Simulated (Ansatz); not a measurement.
## BaSnO3: pressure series

The reference is BaSnO$_{3}$ in the cubic perovskite structure (space group Pm-3m, No. 221).

```xyz
5
Lattice="4.1761 0.0000 0.0000 0.0000 4.1761 0.0000 0.0000 0.0000 4.1761" Properties=species:S:1:pos:R:3 pbc="T T T"
Ba     0.0000     0.0000     0.0000
Sn     2.0880     2.0880     2.0880
O      0.0000     2.0880     2.0880
O      2.0880     2.0880     0.0000
O      2.0880     0.0000     2.0880
```

Cell and atoms are relaxed at each pressure.

All numbers come from Ansatz (a quantum-chemistry and plane-wave program) PBE, no SOC.

Notes on the quantities. enthalpy: H = E + PV relative to the base's energy.

```tsv
case	smallest direct gap	lattice parameter a	enthalpy	band gap
base	0.97 eV	4.176 Å	–	0.48 eV
pressure −2 GPa	0.79 eV	4.198 Å	-0.18 eV/atom	0.30 eV
pressure −1 GPa	0.88 eV	4.187 Å	-0.09 eV/atom	0.39 eV
pressure 1.8 GPa	1.12 eV	4.158 Å	+0.16 eV/atom	0.63 eV
pressure 4.2 GPa	1.31 eV	4.136 Å	+0.38 eV/atom	0.83 eV
pressure 9 GPa	1.67 eV	4.096 Å	+0.79 eV/atom	1.19 eV
pressure 18 GPa	2.25 eV	4.034 Å	+1.55 eV/atom	1.80 eV
pressure 30 GPa	2.91 eV	3.968 Å	+2.51 eV/atom	2.50 eV
pressure 45 GPa	3.63 eV	3.901 Å	+3.65 eV/atom	3.26 eV
pressure 60 GPa	4.25 eV	3.847 Å	+4.73 eV/atom	3.93 eV
```

Load acts through the strain it causes; cell and atoms are relaxed under it. Stability against distortions was not tested. No other phases were tried under pressure. A zero or small gap of BaSnO3 under pressure −2 GPa can be the functional's error rather than a property of the material.
